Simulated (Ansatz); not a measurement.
Set up this calculation in Ansatz 0.2.0, as the native input.

```
Task                : relaxation of cell and atoms
Functional          : PBEsol
Potentials or basis : Ansatz PAW
Cutoff              : 420 eV (not typed: the program's choice for these potentials)
k mesh              : 10 × 10 × 10
Occupations         : fermi-dirac, width 0.05 eV
Spin                : no spin polarisation
```

Crystal: ZrC.

```
Zr C
1.0
     0.00000    2.36500    2.36500
     2.36500    0.00000    2.36500
     2.36500    2.36500    0.00000
Zr C
1 1
Direct
  0.50000 0.50000 0.50000
  0.00000 0.00000 0.00000
```

One way to write it, as run:

input.yaml

```yaml
crystal:
  lattice:
    - [0.0, 2.365, 2.365]
    - [2.365, 0.0, 2.365]
    - [2.365, 2.365, 0.0]
  atoms:
    - { symbol: Zr, position: [0.5, 0.5, 0.5] }
    - { symbol: C, position: [0.0, 0.0, 0.0] }
hamiltonian:
  xc: pbesol
  pseudopotentials: { kind: paw }
kpoints:
  mp_grid: { grid: [10, 10, 10] }
scf:
  occupations: { method: fermi_dirac, width: 0.05 }
output:
  forces: true
  stress: true
relax:
  f_tol: 0.01
  max_steps: 40
  cell: { stress_tol: 0.05 }
```

Potentials or basis: Ansatz PAW.

Command:

```console
$ ansatz run input.yaml --threads 2 --pin off --max-ram 5632MiB --backend cpu --events-out ev --progress --plain --runs-dir out
```

It gave:

```json
{"Relaxed volume": "12.72 Å³/atom", "Relaxed cell": "a = 3.302 Å, b = 3.302 Å, c = 3.302 Å, α = 60.00°, β = 60.00°, γ = 60.00°", "Space group after relaxing (to 0.05 Å)": "Fm-3m (No. 225)", "Energy gained by relaxing": "13.9 meV/atom", "Ionic steps": "4", "Pressure after relaxing": "0.0 GPa"}
```

Caveat: the plane-wave basis is chosen anew once the cell has moved, so the energies of steps on either side of that aren't comparable; the PAW data sets come from PBE, with cores solved anew for the run's functional, which leaves a small shift of forces and pressure.

Run time: 2.9 s on 2 threads of Arm Neoverse V1, on a shared host, peak memory 0.3 GiB.
